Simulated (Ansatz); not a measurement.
The system is HfO2.

```
Hf O
1.0
     5.08032    0.00000    0.00000
     0.00000    5.16487    0.00000
     0.00000    0.00000    4.89088
Hf O
4 8
Cartesian
  1.1308 4.0379 1.3307
  3.6710 3.7094 3.5602
  3.9495 1.1270 1.3307
  1.4093 1.4555 3.5602
  0.9491 0.8452 0.5113
  3.4892 1.7372 4.3796
  4.1312 4.3196 0.5113
  1.5911 3.4277 4.3796
  0.0000 2.5824 2.3919
  2.5402 0.0000 2.4990
  0.0000 0.0000 2.8153
  2.5402 2.5824 2.0756
```

The cell comes from a database or a generator and needn't be the stable form of this composition.

```yaml
Program: Ansatz 0.2.0
Task: single point
Functional: PBE
Potentials_or_basis: Ansatz PAW
Cutoff: "420 eV (not typed: the program's choice for these potentials)"
k_mesh: 5 × 5 × 6
Occupations: fermi-dirac, width 0.05 eV
Spin: no spin polarisation
```

On this cell: pressure 9.9 GPa; largest force 0.184 eV/Å; band gap on the k mesh 3.86 eV, direct.

The same run follows on a disturbed copy (atoms moved at random, drawn with an rms of 0.05 Å):

```xyz
12
Lattice="5.0803 0.0000 0.0000 0.0000 5.1649 0.0000 0.0000 0.0000 4.8909" Properties=species:S:1:pos:R:3 pbc="T T T"
Hf    1.1109    4.0464    1.2851
Hf    3.7365    3.7622    3.5489
Hf    3.9958    1.1334    1.3701
Hf    1.4078    1.4478    3.6068
O     0.9583    0.8831    0.5166
O     3.4899    1.7340    4.3305
O     4.1577    4.3150    0.5603
O     1.5248    3.4006    4.3270
O     0.0249    2.5556    2.4141
O     2.5595   -0.0379    2.5194
O    -0.0151   -0.0350    2.8133
O     2.5104    2.6091    2.1039
```

Q: What changes?

A: The energy moves by +28.2 meV/atom; pressure 9.9 GPa; largest force 1.899 eV/Å; band gap on the k mesh 3.79 eV, direct.

Forces on the atoms (eV/Å):
```
Hf   0.983 -0.794  0.498
Hf  -1.087 -1.517  0.257
Hf  -1.604  0.732 -0.706
Hf   0.968  0.365 -1.358
O   -0.239 -0.584  1.110
O    0.321 -0.304  1.093
O   -0.307 -0.114 -0.438
O    0.089  0.724  0.921
O   -0.303  0.303 -0.427
O   -0.479  0.817 -0.395
O    0.880  0.735  0.111
O    0.777 -0.363 -0.667
```

Stress tensor (GPa, compression positive):
```
 9.04  0.55 -1.71
 0.55 10.02 -0.20
-1.71 -0.20 10.79
```

Caveats: odd divisions of the mesh miss points on the zone boundary, where band edges often lie, so the gap on the mesh can be too wide; spin-orbit coupling is left out, which moves the levels of the heavy elements.

A k mesh can miss the band edges.
